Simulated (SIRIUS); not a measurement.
# Te2Pt (Moncheite) (P-3m1) in SIRIUS: reference runs

How does Te2Pt (Moncheite) come out in PBEsol? The cell is run as given.

Everything below comes from runs of SIRIUS 7.12.0. Logs are shortened: lines on timing, memory, paths and dates and some standing lists are left out, and cuts for length are marked. The log counts tension as positive stress, the text compression.

### 1 The structure

Symmetry: P-3m1, No. 164, trigonal system. Conventional cell: a = 4.010 Å, b = 4.010 Å, c = 5.201 Å, α = 90.00°, β = 90.00°, γ = 120.00°. Pt (site symmetry -3m) has 6 Te at 2.66 Å as nearest neighbours. Te (site symmetry 3m) is surrounded by 3 Pt at 2.66 Å.

### 2 Single point, PBEsol

sirius.json

```json
{
  "control": {
    "processing_unit": "cpu",
    "std_evp_solver_name": "lapack",
    "gen_evp_solver_name": "lapack",
    "verbosity": 2,
    "print_forces": true,
    "ortho_rf": true,
    "use_second_variation": true,
    "rmt_max": 3.0,
    "num_bands_to_print": 24,
    "save_wf": true
  },
  "parameters": {
    "electronic_structure_method": "full_potential_lapwlo",
    "xc_functionals": ["XC_GGA_X_PBE_SOL", "XC_GGA_C_PBE_SOL"],
    "core_relativity": "dirac",
    "valence_relativity": "iora",
    "num_fv_states": 50,
    "smearing": "fermi_dirac",
    "smearing_width": 0.0018374661,
    "pw_cutoff": 20,
    "gk_cutoff": 3.74,
    "lmax_apw": 11,
    "lmax_rho": 8,
    "lmax_pot": 8,
    "num_mag_dims": 0,
    "auto_rmt": 0,
    "ngridk": [8, 8, 5],
    "shiftk": [0, 0, 0],
    "num_dft_iter": 80,
    "energy_tol": 1e-07,
    "density_tol": 1e-05,
    "use_symmetry": true
  },
  "settings": {"tol_ne": 1e-10},
  "iterative_solver": {"type": "exact"},
  "mixer": {"type": "anderson", "beta": 0.5, "max_history": 8},
  "unit_cell": {
    "lattice_vectors": [[7.5778017597, 0.0, 0.0], [-3.7889008799, 6.5625688288, 0.0], [0.0, 0.0, 9.8284655742]],
    "atom_types": ["Pt", "Te"],
    "atom_files": {"Pt": "Pt.json", "Te": "Te.json"},
    "atoms": {"Pt": [[0.0, 0.0, 0.0]], "Te": [[0.6666666667, 0.3333333333, 0.75], [0.3333333333, 0.6666666667, 0.25]]}
  }
}
```

Pt.json

```json
{
  "name": "platinum",
  "symbol": "Pt",
  "number": 78,
  "mass": 195.084,
  "rmin": 1e-06,
  "rmt": 2.46,
  "nrmt": 800,
  "rinf": 13.69,
  "core": "1s2s2p3s3p3d4s4p4d",
  "valence": [
    {"basis": [{"enu": 0.11, "dme": 0, "n": 0, "auto": 0}, {"enu": 0.11, "dme": 1, "n": 0, "auto": 0}]},
    {"l": 0, "n": 1, "basis": [{"enu": 0.21, "dme": 0, "n": 0, "auto": 0}]},
    {"l": 1, "n": 2, "basis": [{"enu": 0.21, "dme": 0, "n": 0, "auto": 0}]},
    {"l": 2, "n": 3, "basis": [{"enu": 0.21, "dme": 0, "n": 0, "auto": 0}]},
    {"l": 3, "n": 4, "basis": [{"enu": 0.21, "dme": 0, "n": 0, "auto": 0}]},
    {"l": 4, "n": 5, "basis": [{"enu": 0.21, "dme": 0, "n": 0, "auto": 0}]}
  ],
  "lo": [
    {"l": 0, "basis": [{"enu": 0.21, "dme": 0, "n": 0, "auto": 0}, {"enu": 0.21, "dme": 1, "n": 0, "auto": 0}]},
    {
      "l": 0,
      "basis": [{"enu": -3.3087, "dme": 0, "n": 5, "auto": 1}, {"enu": -3.3087, "dme": 1, "n": 5, "auto": 1}]
    },
    {
      "l": 0,
      "basis": [{"enu": -3.3087, "dme": 1, "n": 5, "auto": 1}, {"enu": 0.21, "dme": 0, "n": 0, "auto": 0}]
    },
    {"l": 0, "basis": [{"enu": 0.21, "dme": 0, "n": 0, "auto": 0}, {"enu": 2.8539, "dme": 0, "n": 0, "auto": 0}]},
    {"l": 1, "basis": [{"enu": 0.21, "dme": 0, "n": 0, "auto": 0}, {"enu": 0.21, "dme": 1, "n": 0, "auto": 0}]},
    {
      "l": 1,
      "basis": [{"enu": -1.6342, "dme": 0, "n": 5, "auto": 1}, {"enu": -1.6342, "dme": 1, "n": 5, "auto": 1}]
    },
    {
      "l": 1,
      "basis": [{"enu": -1.6342, "dme": 1, "n": 5, "auto": 1}, {"enu": 0.21, "dme": 0, "n": 0, "auto": 0}]
    },
    {"l": 1, "basis": [{"enu": 0.21, "dme": 0, "n": 0, "auto": 0}, {"enu": 3.2505, "dme": 0, "n": 0, "auto": 0}]},
    {"l": 2, "basis": [{"enu": 0.21, "dme": 0, "n": 0, "auto": 0}, {"enu": 0.21, "dme": 1, "n": 0, "auto": 0}]},
    {"l": 2, "basis": [{"enu": 0.21, "dme": 1, "n": 0, "auto": 0}, {"enu": 0.21, "dme": 2, "n": 0, "auto": 0}]},
    {"l": 2, "basis": [{"enu": 0.21, "dme": 0, "n": 0, "auto": 0}, {"enu": 2.7878, "dme": 0, "n": 0, "auto": 0}]},
    {"l": 3, "basis": [{"enu": 0.21, "dme": 0, "n": 0, "auto": 0}, {"enu": 0.21, "dme": 1, "n": 0, "auto": 0}]},
    {
      "l": 3,
      "basis": [{"enu": -2.1756, "dme": 0, "n": 4, "auto": 1}, {"enu": -2.1756, "dme": 1, "n": 4, "auto": 1}]
    },
    {
      "l": 3,
      "basis": [{"enu": -2.1756, "dme": 1, "n": 4, "auto": 1}, {"enu": 0.21, "dme": 0, "n": 0, "auto": 0}]
    },
    {"l": 3, "basis": [{"enu": 0.21, "dme": 0, "n": 0, "auto": 0}, {"enu": 4.0437, "dme": 0, "n": 0, "auto": 0}]},
    {"l": 4, "basis": [{"enu": 0.21, "dme": 0, "n": 0, "auto": 0}, {"enu": 0.21, "dme": 1, "n": 0, "auto": 0}]},
    {"l": 4, "basis": [{"enu": 0.21, "dme": 0, "n": 0, "auto": 0}, {"enu": 3.3827, "dme": 0, "n": 0, "auto": 0}]}
  ],
  "free_atom": [... radial grid and density of the free atom, the start of the SCF ...]
}
```

Te.json

```json
{
  "name": "tellurium",
  "symbol": "Te",
  "number": 52,
  "mass": 127.6,
  "rmin": 1e-06,
  "rmt": 2.37,
  "nrmt": 800,
  "rinf": 14.28,
  "core": "1s2s2p3s3p3d",
  "valence": [
    {"basis": [{"enu": 0.11, "dme": 0, "n": 0, "auto": 0}, {"enu": 0.11, "dme": 1, "n": 0, "auto": 0}]},
    {"l": 0, "n": 1, "basis": [{"enu": 0.0909, "dme": 0, "n": 0, "auto": 0}]},
    {"l": 1, "n": 2, "basis": [{"enu": 0.21, "dme": 0, "n": 0, "auto": 0}]},
    {"l": 2, "n": 3, "basis": [{"enu": 0.21, "dme": 0, "n": 0, "auto": 0}]},
    {"l": 3, "n": 4, "basis": [{"enu": 0.21, "dme": 0, "n": 0, "auto": 0}]}
  ],
  "lo": [
    {
      "l": 0,
      "basis": [{"enu": 0.0909, "dme": 0, "n": 0, "auto": 0}, {"enu": 0.0909, "dme": 1, "n": 0, "auto": 0}]
    },
    {
      "l": 0,
      "basis": [{"enu": -5.5739, "dme": 0, "n": 4, "auto": 1}, {"enu": -5.5739, "dme": 1, "n": 4, "auto": 1}]
    },
    {
      "l": 0,
      "basis": [{"enu": -5.5739, "dme": 1, "n": 4, "auto": 1}, {"enu": 0.0909, "dme": 0, "n": 0, "auto": 0}]
    },
    {
      "l": 0,
      "basis": [{"enu": 0.0909, "dme": 0, "n": 0, "auto": 0}, {"enu": 2.9394, "dme": 0, "n": 0, "auto": 0}]
    },
    {"l": 1, "basis": [{"enu": 0.21, "dme": 0, "n": 0, "auto": 0}, {"enu": 0.21, "dme": 1, "n": 0, "auto": 0}]},
    {
      "l": 1,
      "basis": [{"enu": -3.756, "dme": 0, "n": 4, "auto": 1}, {"enu": -3.756, "dme": 1, "n": 4, "auto": 1}]
    },
    {"l": 1, "basis": [{"enu": -3.756, "dme": 1, "n": 4, "auto": 1}, {"enu": 0.21, "dme": 0, "n": 0, "auto": 0}]},
    {"l": 1, "basis": [{"enu": 0.21, "dme": 0, "n": 0, "auto": 0}, {"enu": 3.4858, "dme": 0, "n": 0, "auto": 0}]},
    {"l": 2, "basis": [{"enu": 0.21, "dme": 0, "n": 0, "auto": 0}, {"enu": 0.21, "dme": 1, "n": 0, "auto": 0}]},
    {
      "l": 2,
      "basis": [{"enu": -1.1002, "dme": 0, "n": 4, "auto": 1}, {"enu": -1.1002, "dme": 1, "n": 4, "auto": 1}]
    },
    {
      "l": 2,
      "basis": [{"enu": -1.1002, "dme": 1, "n": 4, "auto": 1}, {"enu": 0.21, "dme": 0, "n": 0, "auto": 0}]
    },
    {"l": 2, "basis": [{"enu": 0.21, "dme": 0, "n": 0, "auto": 0}, {"enu": 3.9131, "dme": 0, "n": 0, "auto": 0}]},
    {"l": 3, "basis": [{"enu": 0.21, "dme": 0, "n": 0, "auto": 0}, {"enu": 0.21, "dme": 1, "n": 0, "auto": 0}]},
    {"l": 3, "basis": [{"enu": 0.21, "dme": 0, "n": 0, "auto": 0}, {"enu": 3.3078, "dme": 0, "n": 0, "auto": 0}]}
  ],
  "free_atom": [... radial grid and density of the free atom, the start of the SCF ...]
}
```

sirius_start.json

```json
{
  "control": {
    "processing_unit": "cpu",
    "std_evp_solver_name": "lapack",
    "gen_evp_solver_name": "lapack",
    "verbosity": 1,
    "print_forces": false,
    "ortho_rf": true,
    "use_second_variation": true,
    "rmt_max": 3.0,
    "num_bands_to_print": 24,
    "save_wf": false
  },
  "parameters": {
    "electronic_structure_method": "full_potential_lapwlo",
    "xc_functionals": ["XC_LDA_X", "XC_LDA_C_PW"],
    "core_relativity": "dirac",
    "valence_relativity": "iora",
    "num_fv_states": 50,
    "smearing": "fermi_dirac",
    "smearing_width": 0.0055123983,
    "pw_cutoff": 20,
    "gk_cutoff": 2.99,
    "lmax_apw": 11,
    "lmax_rho": 8,
    "lmax_pot": 8,
    "num_mag_dims": 0,
    "auto_rmt": 0,
    "ngridk": [3, 3, 2],
    "shiftk": [0, 0, 0],
    "num_dft_iter": 30,
    "energy_tol": 0.01,
    "density_tol": 0.05,
    "use_symmetry": true
  },
  "settings": {"tol_ne": 1e-10},
  "iterative_solver": {"type": "exact"},
  "mixer": {"type": "anderson", "beta": 0.5, "max_history": 8},
  "unit_cell": {
    "lattice_vectors": [[7.5778017597, 0.0, 0.0], [-3.7889008799, 6.5625688288, 0.0], [0.0, 0.0, 9.8284655742]],
    "atom_types": ["Pt", "Te"],
    "atom_files": {"Pt": "Pt.json", "Te": "Te.json"},
    "atoms": {"Pt": [[0.0, 0.0, 0.0]], "Te": [[0.6666666667, 0.3333333333, 0.75], [0.3333333333, 0.6666666667, 0.25]]}
  }
}
```

Potentials or basis: all-electron FP-LAPW, apw+lo standard.

Started as:

```
OMP_NUM_THREADS=1 sirius.scf --input=sirius_start.json --output=start.json
OMP_NUM_THREADS=1 sirius.scf --input=sirius.json --output=output.json --task=1
```

The log of the run:

```text
[info] SIRIUS version : 7.12.0
[info] number of MPI ranks           : 1
[info] MPI grid                      : 1 1
[info] maximum number of OMP threads : 1
[fft] FFT context for density and potential
[fft] =====================================
[fft]   plane wave cutoff                     : 20
[fft]   grid size                             : 54 54 72   total : 209952
[fft]   grid limits                           : -26 27   -26 27   -35 36
[fft]   number of G-vectors within the cutoff : 66015
[fft]   number of G-shells                    : 3243
[fft] FFT context for coarse grid
[fft] =====================================
[fft]   plane wave cutoff                     : 7.48
[fft]   grid size                             : 24 24 27   total : 15552
[fft]   grid limits                           : -11 12   -11 12   -13 13
[fft]   number of G-vectors within the cutoff : 3485
[fft]   number of G-shells                    : 219
[unit cell] lattice vectors
[unit cell]   a1 :       7.5778017597      0.0000000000      0.0000000000
[unit cell]   a2 :      -3.7889008799      6.5625688288      0.0000000000
[unit cell]   a3 :       0.0000000000      0.0000000000      9.8284655742
[unit cell] reciprocal lattice vectors
[unit cell]   b1 :       0.8291567273      0.4787138597     -0.0000000000
[unit cell]   b2 :       0.0000000000      0.9574277194      0.0000000000
[unit cell]   b3 :       0.0000000000     -0.0000000000      0.6392844600
[unit cell] unit cell volume :       488.76807568 [a.u.^3]
[unit cell] 1/sqrt(omega)    :         0.04523229
[unit cell] MT volume        :       173.88104612 (35.58%)
[unit cell] IT volume        :       314.88702956 (64.42%)
[unit cell] number of atom types : 2
[unit cell] type id : 0 symbol : Pt mt_radius :   2.460000 num_atoms : 1
[unit cell] type id : 1 symbol : Te mt_radius :   2.370000 num_atoms : 2
[unit cell] total number of atoms : 3
[... 436 lines left out ...]
[generate_core_charge_density]   n,l,k : 2 1 1  energy :        -483.67086072
[generate_core_charge_density]   n,l,k : 2 1 2  energy :        -420.15402284
[generate_core_charge_density]   n,l,k : 3 0 1  energy :        -118.23934913
[generate_core_charge_density]   n,l,k : 3 1 1  energy :        -108.81863791
[generate_core_charge_density]   n,l,k : 3 1 2  energy :         -94.85628164
[generate_core_charge_density]   n,l,k : 3 2 2  energy :         -79.18223152
[generate_core_charge_density]   n,l,k : 3 2 3  energy :         -76.17220793
[generate_core_charge_density]   n,l,k : 4 0 1  energy :         -25.09232933
[generate_core_charge_density]   n,l,k : 4 1 1  energy :         -21.09832692
[... 39 lines left out ...]
[find] valence_eval_sum               :    -132.92035042
[find] core_eval_sum                  :  -19448.44805597
[find] kinetic energy                 :   35462.51370121
[find] enuc                           :  -39731.21313667
[find] <rho|V^{XC}>                   :    -919.52657644
[find] <rho|E^{XC}>                   :    -698.65104287
[find] <mag|B^{XC}>                   :       0.00000000
[find] <rho|V^{H}>                    :  -54124.35553116
[find] smearing (-TS)                 :      -0.00048689
[find] SCF correction                 :       0.00015085
[find] Total energy                   :  -32029.52809306 (Ha),  -64059.05618611 (Ry)
[find] Free energy (E-TS)             :  -32029.52857994 (Ha),  -64059.05715989 (Ry)
[find] band gap (eV)                  :       0.00000000
[find] Efermi                         :       0.31939087
[find] iteration : 8, RMS (target) : 3.1117e-06 (1.0000e-05) , energy difference (target) : -2.4851e-08 (1.0000e-07)
[find] converged after 9 SCF iterations!
[find] Charges and magnetic moments
[find] --------------------------------------------------------------------------------
[find] atom      charge    core leakage
[find] --------------------------------------------------------------------------------
[find]    0   76.501972    1.055404e-07
[find]    1   49.253302    6.868590e-11
[find]    2   49.253302    6.868590e-11
[find] total core leakage    : 1.05677784e-07
[find] interstitial charge   : 6.991417
[find] total charge          : 181.999993
[find] Energy
[find] --------------------------------------------------------------------------------
[find] valence_eval_sum               :    -132.92035042
[find] core_eval_sum                  :  -19448.44805597
[find] kinetic energy                 :   35462.51370121
[find] enuc                           :  -39731.21313667
[find] <rho|V^{XC}>                   :    -919.52657644
[find] <rho|E^{XC}>                   :    -698.65104287
[find] <mag|B^{XC}>                   :       0.00000000
[find] <rho|V^{H}>                    :  -54124.35553116
[find] smearing (-TS)                 :      -0.00048689
[find] SCF correction                 :       0.00015085
[find] Total energy                   :  -32029.52809306 (Ha),  -64059.05618611 (Ry)
[find] Free energy (E-TS)             :  -32029.52857994 (Ha),  -64059.05715989 (Ry)
[find] band gap (eV)                  :       0.00000000
[find] Efermi                         :       0.31939087
[ground_state]
[ground_state] ==== total Forces in Ha/bohr =====
[ground_state] atom:    0, force:       0.0000000      0.0000000      0.0000000
[ground_state] atom:    1, force:      -0.0000000     -0.0000000     -0.0144288
[ground_state] atom:    2, force:       0.0000000      0.0000000      0.0144288
[ground_state] ==== contribution from density =====
[ground_state] atom:    0, force:       0.0000000      0.0000000      0.0000000
[ground_state] atom:    1, force:      -0.0000000      0.0000000      0.3266537
[ground_state] atom:    2, force:       0.0000000     -0.0000000     -0.3266537
[ground_state] ==== contribution from Hartree potential =====
[ground_state] atom:    0, force:       0.0000000      0.0000000      0.0000000
[ground_state] atom:    1, force:      -0.0000000     -0.0000000     -0.4389661
[ground_state] atom:    2, force:       0.0000000      0.0000000      0.4389661
[ground_state] ==== contribution from IBS =====
[ground_state] atom:    0, force:       0.0000000      0.0000000      0.0000000
[ground_state] atom:    1, force:      -0.0000000      0.0000000      0.0978835
[ground_state] atom:    2, force:       0.0000000      0.0000000     -0.0978835
```

Wall time 2.4 min (1 thread of Intel Xeon 6975P-C (Granite Rapids), shared host); peak memory 0.82 GiB.

What came out:

```yaml
Free_energy: -871567.8735 eV
Largest_force: 0.742 eV/Å
Band_gap_on_the_k_mesh: none (metal or under the smearing width)
All_electrons_inside_the_program's_atomic_spheres: Pt 76.50; Te 49.25 (radii Pt 2.46, Te 2.37 bohr)
```

Forces on the atoms (eV/Å):
```
Pt   0.000  0.000  0.000
Te   0.000  0.000 -0.742
Te   0.000  0.000  0.742
```

The run has no spin-orbit coupling, so splittings on Pt, Te are missing.
